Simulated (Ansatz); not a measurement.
Lattice vibrations of TaN at Γ at 1 GPa

Method: Ansatz, DFT PBEsol, scalar-relativistic, plane waves, PAW. Plane waves to 420 eV; Γ-centred k mesh 16×16×16; Fermi-Dirac smearing of 0.15 eV. No spin polarisation. Phonons by linear response, acoustic sum rule imposed.

The cell, relaxed at 1 GPa:
```yaml
crystal:
  lattice:
    - [0.00000, 2.18642, 2.18642]
    - [2.18642, 0.00000, 2.18642]
    - [2.18642, 2.18642, 0.00000]
  atoms:
    - { symbol: Ta, position: [0.50000, 0.50000, 0.50000] }
    - { symbol: N, position: [0.00000, 0.00000, 0.00000] }
```

In a metal, frequencies and elastic constants depend on the k mesh and the smearing, soft modes and shear constants most. Spin–orbit coupling is left out, which can shift energies with elements as heavy as these.

(1) Is this structure stable against zone-centre distortions?

(2) List the optical modes at Γ (i marks imaginary ones).

Results:

(1) Yes, at Γ: no optical mode is imaginary. Strains and other wave vectors aren't tested by this run.

(2)
```csv
frequency (cm⁻¹),degeneracy
414,3
```

This rock-salt form isn't the usual stable structure of the compound.

Cost: 1 run of about 0.22 core-minutes, on AMD EPYC 9R45 (Zen 5) (shared hosts).